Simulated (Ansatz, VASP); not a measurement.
# One calculation of BN, two programs

```
N B
1.0
     0.00000    1.81300    1.81300
     1.81300    0.00000    1.81300
     1.81300    1.81300    0.00000
N B
1 1
Direct
  0.25000 0.25000 0.25000
  0.00000 0.00000 0.00000
```

The cell is a database's computed one.

Alike in both runs: task relaxation of cell and atoms; functional HF; k mesh 7 × 7 × 7; occupations fermi-dirac, width 0.05 eV; no spin polarisation.

|  | VASP | Ansatz |
| --- | --- | --- |
| version | VASP 6.6.1 | Ansatz 0.2.0 |
| potentials or method | VASP PAW PBE potentials, release 64 (N, B) | Ansatz PAW |
| plane-wave cutoff (eV) | 600 | 420 |
| valence electrons in the cell | 8 | 8 |

|  | VASP | Ansatz | Ansatz less VASP |
| --- | --- | --- | --- |
| gap on the k mesh at the Fermi level, each at its own relaxed structure (eV) | 14.07 | 14.09 | +0.013 |
| relaxed volume (Å³/atom) | 5.84 | 5.83 | -0.012 |
| relaxed cell length with the largest relative difference (Å) | 2.547 | 2.545 | -0.0017 |
| energy change over the relaxation (meV/atom) | -3 | -4 | -0.7 |

Caveats: the k mesh is coarse (spacing up to 0.43 Å⁻¹), so the values aren't converged, least of all with exact exchange; the PAW data sets were made with another functional, which shifts forces and pressure a little (VASP); an odd mesh through Γ misses points on the zone boundary, where band edges often lie (VASP); odd divisions of the mesh miss points on the zone boundary, where band edges often lie, so the gap on the mesh can be too wide (Ansatz); the plane-wave basis is chosen anew once the cell has moved, so the energies of steps on either side of that aren't comparable (Ansatz); the pressure holds a Pulay correction of +0.4 GPa for the finite cutoff (Ansatz); the PAW data sets come from PBE, with cores solved anew for the run's functional, which leaves a small shift of forces and pressure (Ansatz).
